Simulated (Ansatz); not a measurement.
# Ge (Cmmm) in Ansatz: equation of state

Aim: energy against volume of Ge in PBE, for its equilibrium volume and stiffness.

Program: Ansatz 0.2.0. These are calculated values, not measurements. Logs are shortened: lines on timing, memory, paths and dates and some standing lists are left out, and cuts for length are marked.

## Step 1: The structure

It takes space group Cmmm (No. 65, orthorhombic). Conventional cell: a = 2.794 Å, b = 5.201 Å, c = 2.698 Å, α = 90.00°, β = 90.00°, γ = 90.00°. Around Ge (site symmetry mmm) lie 8 Ge at 2.70 to 2.95 Å.

This isn't the form of Ge at room conditions, which is diamond.

## Step 2: Single point, PBE, 18.43 Å³/atom (volume scaled by 0.94)

input.yaml reads:

```yaml
crystal:
  lattice:
    - [1.3686277522, -2.5474293491, 0.0]
    - [1.3686277522, 2.5474293491, 0.0]
    - [0.0, 0.0, 2.6431496057]
  atoms:
    - { symbol: Ge, position: [0.5, 0.5, 0.0] }
hamiltonian:
  xc: pbe
  pseudopotentials: { kind: paw }
kpoints:
  mp_grid: { grid: [11, 11, 10] }
scf:
  occupations: { method: fermi_dirac, width: 0.05 }
output:
  forces: true
  stress: true
  eigenvalues: true
  write_density: true
  write_potential: true
  elf: true
  volumetric_format: npy
```

Potentials or basis: Ansatz PAW.

On the command line:

```sh
> ansatz run input.yaml --threads 2 --pin off --max-ram 5120MiB --backend cpu --events-out ev --progress --plain --runs-dir out
```

Log:

```text
Warning: RAYON_NUM_THREADS=2 ignored (pool sized by the plan → 2); use --threads N
Engine: ansatz 0.2.0, aarch64-unknown-linux-gnu
Pseudopotentials: kind: paw
Pseudopotential: Ge, paw, valence charge 14, recommended cutoff 420 eV (normal), Ge.paw.azcp
Functional definition: PBE
  parameter kappa = 0.804
  parameter beta = 0.06672455060314922
  exchange = pbe_x(kappa = kappa, mu = beta*pi^2/3)
  correlation = pbe_c(beta = beta)
Crystal: 1 atoms, lattice volume = 18.431 Å³
Basis set: ecut = 420 eV, 365 PW (Γ), exchange–correlation on 40×40×36 points (8 copies of the dense FFT grid, shifted against one another)
Bands: 11, of which v1, the nominal top of the filled ones, is band 7 counted from 1 (6 counted from 0)
Symmetry: 8 space group operations
Space group: Cmmm (ITA 65), of the structure as read, at distance tolerance 2.6e-5 Å
k-points: 216 of 1210
Non-local potential: Ge, projectors of the file, l = 0: 2, l = 1: 2, l = 2: 3, l = 3: 1
PAW form: soft (Blöchl's): semilocal exchange-correlation on the pseudo side does not see the compensation charge
PAW one-centre angular grid: Ge, 590 points (default); XC on 64 Gauss nodes
Initial density: superposition of atomic densities (neutral atoms: chi_scale 0, normalization atom), corrected by the library's trained network
Initial wavefunctions: pseudopotential atomic-orbital guess
Functional: x = pbe(κ = 0.804, μ = 0.2195149727645171), c = pbe(β = 0.06672455060314922)
SCF iter   1: F=—  HF=-4294.724099 eV  |F-HF|=—  |Δ(HF+E_count)|=         —  Δρ=1.25e-3  dr2=2.90e-4  ethr=1.77e-3  ⟨swp⟩=5.6  Hψ=13732  notcnv=0
preconditioner: auto → none  [metal: Δε(μ)=0.046 eV  Ē_g=27.336 eV  σ=0.050 eV  W_gap=0.22  n_scr=8 (ndim 8)  ℏωp=32.4 eV  f_vac=0.000  D(μ)=0.42/eV (n_scr^D=0)  sad-step TF]
SCF iter   2: F=—  HF=-4294.723914 eV  |F-HF|=—  |Δ(HF+E_count)|=   1.85e-4  Δρ=8.69e-4  dr2=1.46e-4  ethr=2.07e-6  ⟨swp⟩=1.6  Hψ=4269  notcnv=0
SCF iter   3: F=—  HF=-4294.723917 eV  |F-HF|=—  |Δ(HF+E_count)|=   2.15e-6  Δρ=3.23e-4  dr2=1.28e-5  ethr=1.04e-6  ⟨swp⟩=2.4  Hψ=3691  notcnv=0
SCF iter   4: F=—  HF=-4294.723908 eV  |F-HF|=—  |Δ(HF+E_count)|=   8.84e-6  Δρ=1.07e-4  dr2=9.56e-7  ethr=9.14e-8  ⟨swp⟩=2.0  Hψ=3858  notcnv=0
SCF iter   5: F=—  HF=-4294.723908 eV  |F-HF|=—  |Δ(HF+E_count)|=   1.52e-7  Δρ=2.56e-5  dr2=1.00e-7  ethr=6.83e-9  ⟨swp⟩=2.0  Hψ=3870  notcnv=0
SCF iter   6: F=-4294.723908 eV  HF=-4294.723908 eV  |F-HF|=3.14e-8  |Δ(HF+E_count)|=   6.75e-8  Δρ=1.14e-5  dr2=1.97e-8  ethr=7.14e-10  ⟨swp⟩=6.4  Hψ=11363  notcnv=0
SCF 1 converged in 6 iterations: F = -4294.723908 eV  dr2 = 1.97e-8
SCF converged after 6 iterations
Free energy (F): -4294.723908 eV
Harris-Foulkes:  -4294.723908 eV  (|F-HF|=3.14e-8)
Internal energy: -4294.720224 eV  (E = F + TS)
E sigma→0 (E₀):  -4294.722066 eV
Entropy (-TS):   -0.003684 eV (-3.684 meV/atom)
Fermi energy:    11.265546 eV
--- Per-component energies (eV) ---
  E_band       = -109.791595
  E_kinetic    = 111.080603
  E_local      = -2138.961643  (includes V_loc(G=0)·N_el)
  E_nonlocal   = 416.368515
  E_hartree    = 937.614241
  E_xc         = -75.850116
  E_vxc        = -64.925021  (∫ρ·V_xc dr)
  E_paw        = -2017.533789  (= ΣΔE_a)
  E_vpaw       = -308.590802  (= ΣTr[D̂ρ^β])
  E_aug_tail   = 0.000311  (compensation charges beyond the density's cutoff)
  E_ewald      = -1527.438345
  E_smearing   = -0.003684  (= −TS)
  E_closure    = -0.000000  (closes the sum)
  Σ components = -4294.723908   (vs F -4294.723908, Δ=0.00e0)
--- Forces (eV/Å), atoms counted from 1 ---
  atom   1  Ge    -0.00000000     0.00000000     0.00000000
  max |Σ_I F_I| component: 6.31e-30 eV/Å
--- Stress (GPa, compression-positive) ---
        5.655051       0.000000       0.000000
        0.000000       1.832243       0.000000
        0.000000       0.000000       4.207999
  P = ⅓ Tr σ = 3.8984 GPa (38.984 kbar)
--- Band table (eV; the first three rows and the last of 216) ---
  k-point 0: bands = ["-13.4896", "-13.4187", "-13.3586", "-13.2362", "-13.2143", "-2.0812", "18.3052", "18.8792", "20.5005", "21.6560", "24.1432"]
  k-point 1: bands = ["-13.4676", "-13.4171", "-13.3576", "-13.2440", "-13.2218", "-1.8733", "15.7475", "19.0821", "20.7049", "23.6833", "24.8409"]
  k-point 2: bands = ["-13.4201", "-13.4032", "-13.3549", "-13.2644", "-13.2414", "-1.2520", "12.3082", "19.6687", "21.2951", "24.5713", "26.5681"]
  k-point 215: bands = ["-13.4339", "-13.3955", "-13.3061", "-13.2512", "-13.1555", "6.4413", "8.7337", "9.2368", "14.6724", "19.9638", "25.2687"]
```

Wall time 1.8 s (2 threads of Arm Neoverse V2, shared host); peak memory 0.32 GiB.

What came out:

- Free energy: -4294.7239 eV
- Pressure: 3.9 GPa
- Band gap on the k mesh: none (metal or under the smearing width)

## Step 3: Single point, PBE, 18.82 Å³/atom (volume scaled by 0.96)

input.yaml: that of step 2 with these lines changed.

```diff
@@ -2,5 +2,5 @@
   lattice:
-    - [1.3686277522, -2.5474293491, 0.0]
-    - [1.3686277522, 2.5474293491, 0.0]
-    - [0.0, 0.0, 2.6431496057]
+    - [1.3782662934, -2.5653695835, 0.0]
+    - [1.3782662934, 2.5653695835, 0.0]
+    - [0.0, 0.0, 2.6617639486]
   atoms:
```

Potentials or basis: Ansatz PAW.

On the command line:

```sh
> ansatz run input.yaml --threads 2 --pin off --max-ram 5120MiB --backend cpu --events-out ev --progress --plain --runs-dir out
```

Wall time 1.8 s (2 threads of Arm Neoverse V2, shared host); peak memory 0.32 GiB.

It converged, with:

* Free energy: -4294.7314 eV
* Pressure: 2.2 GPa
* Band gap on the k mesh: none (metal or under the smearing width)

## Step 4: Single point, PBE, 19.21 Å³/atom (volume scaled by 0.98)

input.yaml reads:

```yaml
crystal:
  lattice:
    - [1.3877718785, -2.5830623466, 0.0]
    - [1.3877718785, 2.5830623466, 0.0]
    - [0.0, 0.0, 2.6801215215]
  atoms:
    - { symbol: Ge, position: [0.5, 0.5, 0.0] }
hamiltonian:
  xc: pbe
  pseudopotentials: { kind: paw }
kpoints:
  mp_grid: { grid: [11, 11, 10] }
scf:
  occupations: { method: fermi_dirac, width: 0.05 }
output:
  forces: true
  stress: true
  eigenvalues: true
```

On the command line:

```sh
> ansatz run input.yaml --threads 2 --pin off --max-ram 5120MiB --backend cpu --events-out ev --progress --plain --runs-dir out
```

It took 1.3 s on 2 threads of Arm Neoverse V2, shared host; peak memory 0.32 GiB.

The run converged. Its results:

- Free energy: -4294.7350 eV
- Pressure: 0.7 GPa
- Band gap on the k mesh: none (metal or under the smearing width)

## Step 5: Single point, PBE, 19.61 Å³/atom

input.yaml: that of step 4 with these lines changed.

```diff
@@ -2,5 +2,5 @@
   lattice:
-    - [1.3877718785, -2.5830623466, 0.0]
-    - [1.3877718785, 2.5830623466, 0.0]
-    - [0.0, 0.0, 2.6801215215]
+    - [1.397149, -2.600516, 0.0]
+    - [1.397149, 2.600516, 0.0]
+    - [0.0, 0.0, 2.698231]
   atoms:
```

On the command line:

```sh
> ansatz run input.yaml --threads 2 --pin off --max-ram 5120MiB --backend cpu --events-out ev --progress --plain --runs-dir out
```

Wall time 1.3 s (2 threads of Arm Neoverse V2, shared host); peak memory 0.31 GiB.

It converged, with:

- Free energy: -4294.7351 eV
- Pressure: -0.6 GPa
- Band gap on the k mesh: none (metal or under the smearing width)

## Step 6: Single point, PBE, 20.00 Å³/atom (volume scaled by 1.02)

input.yaml: that of step 5 with these lines changed.

```diff
@@ -2,5 +2,5 @@
   lattice:
-    - [1.397149, -2.600516, 0.0]
-    - [1.397149, 2.600516, 0.0]
-    - [0.0, 0.0, 2.698231]
+    - [1.406401912, -2.6177384622, 0.0]
+    - [1.406401912, 2.6177384622, 0.0]
+    - [0.0, 0.0, 2.7161006002]
   atoms:
```

Potentials or basis: Ansatz PAW.

On the command line:

```sh
> ansatz run input.yaml --threads 2 --pin off --max-ram 5120MiB --backend cpu --events-out ev --progress --plain --runs-dir out
```

It took 1.3 s on 2 threads of Arm Neoverse V2, shared host; peak memory 0.32 GiB.

The run converged. Its results:

```yaml
Free_energy: -4294.7322 eV
Pressure: -1.8 GPa
Band_gap_on_the_k_mesh: none (metal or under the smearing width)
```

## Step 7: Single point, PBE, 20.39 Å³/atom (volume scaled by 1.04)

input.yaml: that of step 6 with these lines changed.

```diff
@@ -2,5 +2,5 @@
   lattice:
-    - [1.406401912, -2.6177384622, 0.0]
-    - [1.406401912, 2.6177384622, 0.0]
-    - [0.0, 0.0, 2.7161006002]
+    - [1.4155346479, -2.6347372402, 0.0]
+    - [1.4155346479, 2.6347372402, 0.0]
+    - [0.0, 0.0, 2.7337381113]
   atoms:
```

On the command line:

```sh
> ansatz run input.yaml --threads 2 --pin off --max-ram 5120MiB --backend cpu --events-out ev --progress --plain --runs-dir out
```

It took 1.3 s on 2 threads of Arm Neoverse V2, shared host; peak memory 0.32 GiB.

Results (log left out):

| Property | Result |
| --- | --- |
| Free energy | -4294.7265 eV |
| Pressure | -2.9 GPa |
| Band gap on the k mesh | none (metal or under the smearing width) |

## Step 8: Single point, PBE, 20.78 Å³/atom (volume scaled by 1.06)

input.yaml: that of step 7 with these lines changed.

```diff
@@ -2,5 +2,5 @@
   lattice:
-    - [1.4155346479, -2.6347372402, 0.0]
-    - [1.4155346479, 2.6347372402, 0.0]
-    - [0.0, 0.0, 2.7337381113]
+    - [1.4245510352, -2.6515194585, 0.0]
+    - [1.4245510352, 2.6515194585, 0.0]
+    - [0.0, 0.0, 2.7511509255]
   atoms:
```

On the command line:

```sh
> ansatz run input.yaml --threads 2 --pin off --max-ram 5120MiB --backend cpu --events-out ev --progress --plain --runs-dir out
```

Wall time 1.3 s (2 threads of Arm Neoverse V2, shared host); peak memory 0.32 GiB.

Results (log left out):

- Free energy: -4294.7183 eV
- Pressure: -3.8 GPa
- Band gap on the k mesh: none (metal or under the smearing width)

## Step 9: Equation of state, PBE

Potentials or basis: Ansatz PAW.

No new run: the results of the series are fitted here.

What came out:

| Quantity | Value |
| --- | --- |
| Equilibrium volume | 19.43 Å³/atom |
| Bulk modulus at fixed shape and positions | 66 GPa |
| Pressure derivative of the bulk modulus | 4.5 |

Energy against volume, from the lowest point:
```tsv
volume (Å³/atom)	energy (meV/atom)
18.431	11.22
18.823	3.76
19.215	0.15
19.607	0.00
19.999	2.94
20.391	8.65
20.783	16.83
```

Caveat: the cell was scaled at fixed shape and fractional positions, which overstates the stiffness of a crystal with free parameters, most of all of layers and chains.
